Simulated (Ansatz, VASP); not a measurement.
MgI2 in VASP and in Ansatz

```
CELL_PARAMETERS angstrom
4.09139 0.00000 0.00000
-2.04570 3.54325 0.00000
0.00000 0.00000 6.96493
ATOMIC_POSITIONS crystal
Mg 0.00000 0.00000 0.00000
I 0.33333 0.66667 0.75763
I 0.66667 0.33333 0.24237
```

Change from the starting cell: strain -0.015 along x and y, +0.015 along z, atoms carried along.

Alike in both runs: task single point; functional PBEsol; k mesh 6 × 6 × 4; occupations gaussian, width 0.05 eV; no spin polarisation.

|  | VASP | Ansatz |
| --- | --- | --- |
| version | VASP 6.6.1 | Ansatz 0.2.0 |
| potentials or method | VASP PAW PBE potentials, release 64 (Mg, I) | scalar-relativistic, plane waves, PAW |
| plane-wave cutoff (eV) | 520 | 420 |
| valence electrons in the cell | 16 | 44 |

VASP gave:

```
gap on the k mesh at the Fermi level (eV)       : 3.48
least direct gap on the mesh (eV)               : 3.69
pressure (GPa)                                  : 0.3
largest component of the traceless stress (GPa) : 0.36
rms of the force components (eV/Å)              : 0.021
```

**Question.** Estimate Ansatz's values.

**Answer.** gap on the k mesh at the Fermi level (eV): 3.50; least direct gap on the mesh (eV): 3.70; pressure (GPa): 0.3; largest component of the traceless stress (GPa): 0.37; rms of the force components (eV/Å): 0.019.

Atom by atom the forces differ by 0.002 eV/Å (rms over components). The two sets of potentials don't hold the same shells in valence.

Caveats: the PAW data sets were made with another functional, which shifts forces and pressure a little (VASP); spin-orbit coupling is left out, which moves the levels of the heavy elements; this functional lacks dispersion, which binds the layers, so the pressure and a relaxed spacing across them are unreliable. A k mesh can miss the band edges.
